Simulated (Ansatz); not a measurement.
A 3-atom cell of Li2S started from a crystallographic database (r2SCAN geometry), in Ansatz:

```cif
data_structure
_symmetry_space_group_name_H-M 'Fm-3m'
_symmetry_Int_Tables_number 225
_cell_length_a 5.6906
_cell_length_b 5.6906
_cell_length_c 5.6906
_cell_angle_alpha 90.000
_cell_angle_beta 90.000
_cell_angle_gamma 90.000
_cell_volume 184.28
loop_
_atom_site_label
_atom_site_type_symbol
_atom_site_symmetry_multiplicity
_atom_site_Wyckoff_symbol
_atom_site_fract_x
_atom_site_fract_y
_atom_site_fract_z
_atom_site_occupancy
Li1 Li 8 c 0.25000 0.75000 0.75000 1
S1 S 4 a 0.00000 0.00000 0.00000 1
```

G0W0@PBE with 173 empty bands, a screening cutoff of 140 eV and a 4×4×4 mesh (PAW, contour deformation) gives 4.975 eV over the mesh points, from a PBE gap of 3.385 eV; it sums over 179 bands with 169 plane waves in the screening and a wave cutoff of 420 eV. No extrapolation in bands, cutoff or mesh was made for G0W0. No spin polarisation and no zero-point or thermal motion.

(1) Estimate the gap with empty bands 74, screening cutoff 80 eV.

(2) Estimate the gap with potentials of the kind norm-conserving.

(3) Estimate the gap with starting point LDA.

(4) Estimate the gap with mesh 6×6×6, empty bands 74, screening cutoff 80 eV.

Results:

(1) 4.799 eV (-0.176 eV), from a Kohn-Sham gap of 3.385 eV.

(2) 4.972 eV (-0.003 eV), from a Kohn-Sham gap of 3.388 eV.

(3) 4.892 eV (-0.083 eV), from a Kohn-Sham gap of 3.160 eV.

(4) 4.811 eV (-0.164 eV), from a Kohn-Sham gap of 3.388 eV.
